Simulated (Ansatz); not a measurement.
AlN: two-dimensional strain map

Level of theory: DFT PBE, scalar-relativistic, plane waves, PAW in Ansatz 0.2.0. The runs took a 420 eV cutoff, a Γ-centred 10×10×10 mesh and Gaussian smearing (0.05 eV). No spin polarisation. Energies are free energies at this smearing, counted from the undisturbed cell; pressure is positive in compression.

Zero of the scan (as given, not relaxed at this level; it stands at 0.3 GPa; this rock-salt form isn't the usual structure):

```
Al N
1.0
     0.00000    2.03452    2.03452
     2.03452    0.00000    2.03452
     2.03452    2.03452    0.00000
Al N
1 1
Direct
  0.50000 0.50000 0.50000
  0.00000 0.00000 0.00000
```

The cell is strained by p along both x and y and by q along z, fractional coordinates fixed. Points are written (p, q).

Energy above the undisturbed cell in meV/atom (a dash: not computed):

| p \ q | -0.030 | -0.015 | 0.000 | 0.015 | 0.030 |
| --- | --- | --- | --- | --- | --- |
| -0.030 | 60.3 | 43.1 | 32.1 | 26.4 | ? |
| -0.015 | 27.9 | ? | 7.8 | 6.1 | 8.7 |
| 0.000 | 11.8 | 2.9 | 0.0 | 2.1 | 8.5 |
| 0.015 | 9.9 | ? | 6.2 | 12.2 | 22.3 |
| 0.030 | 19.9 | ? | 24.3 | 34.1 | 47.9 |

Q: Fill in the withheld energies.

A: (-0.030, 0.030): 25.2; (-0.015, -0.015): 14.8; (0.015, -0.015): 5.1; (0.030, -0.015): 19.2.

Cost: 25 runs of about 0.35 core-minutes in all, on AMD EPYC 7R13 Processor (Zen 3) (shared hosts).